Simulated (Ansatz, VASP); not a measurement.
## Al: VASP beside Ansatz

Contents of INCAR:

```
ALGO = Normal
EDIFF = 1E-7
ENCUT = 520
GGA = PE
ISIF = 2
ISMEAR = 0
LASPH = True
LCHARG = True
LELF = True
LREAL = False
LVHAR = True
LWAVE = False
NBANDS = 8
NELM = 60
PREC = Accurate
SIGMA = 0.15
```

The input KPOINTS:

```
k-points
0
Gamma
  22 22 22
```

POSCAR

```
Al
1.0
   -1.5777124206      1.5777124206      1.7001429044
    1.5777124206     -1.5777124206      1.7001429044
    1.5777124206      1.5777124206     -1.7001429044
Al
1
Direct
    0.0000000000      0.0000000000      0.0000000000
```

Input for Ansatz:

```yaml
crystal:
  lattice:
    - [-1.5777124206, 1.5777124206, 1.7001429044]
    - [1.5777124206, -1.5777124206, 1.7001429044]
    - [1.5777124206, 1.5777124206, -1.7001429044]
  atoms:
    - { symbol: Al, position: [0.0, 0.0, 0.0] }
basis:
  ecutwfc: 420
kpoints:
  mp_grid: { grid: [22, 22, 22] }
hamiltonian:
  xc: pbe
scf:
  occupations: { method: gaussian, width: 0.15 }
output:
  forces: true
  stress: true
  eigenvalues: true
  write_density: true
  write_potential: true
  elf: true
  volumetric_format: npy
```

Alike in both runs: task single point; functional PBE; k mesh 22 × 22 × 22; occupations gaussian, width 0.15 eV; no spin polarisation.

|  | VASP | Ansatz |
| --- | --- | --- |
| version | VASP 6.6.1 | Ansatz 0.2.0 |
| potentials or method | VASP PAW PBE potentials, release 64 (Al) | scalar-relativistic, plane waves, PAW |
| plane-wave cutoff (eV) | 520 | 420 |
| valence electrons in the cell | 3 | 3 |

```tsv
	VASP	Ansatz	Ansatz less VASP
gap on the k mesh at the Fermi level (eV)	none	none	-
pressure (GPa)	-0.1	-0.1	+0.02
largest component of the traceless stress (GPa)	1.99	1.99	-0.002
```

A gap of «none» marks a metal or a gap that the smearing closes. The functional is the same, so the differences come from potentials, cutoffs and numerics.
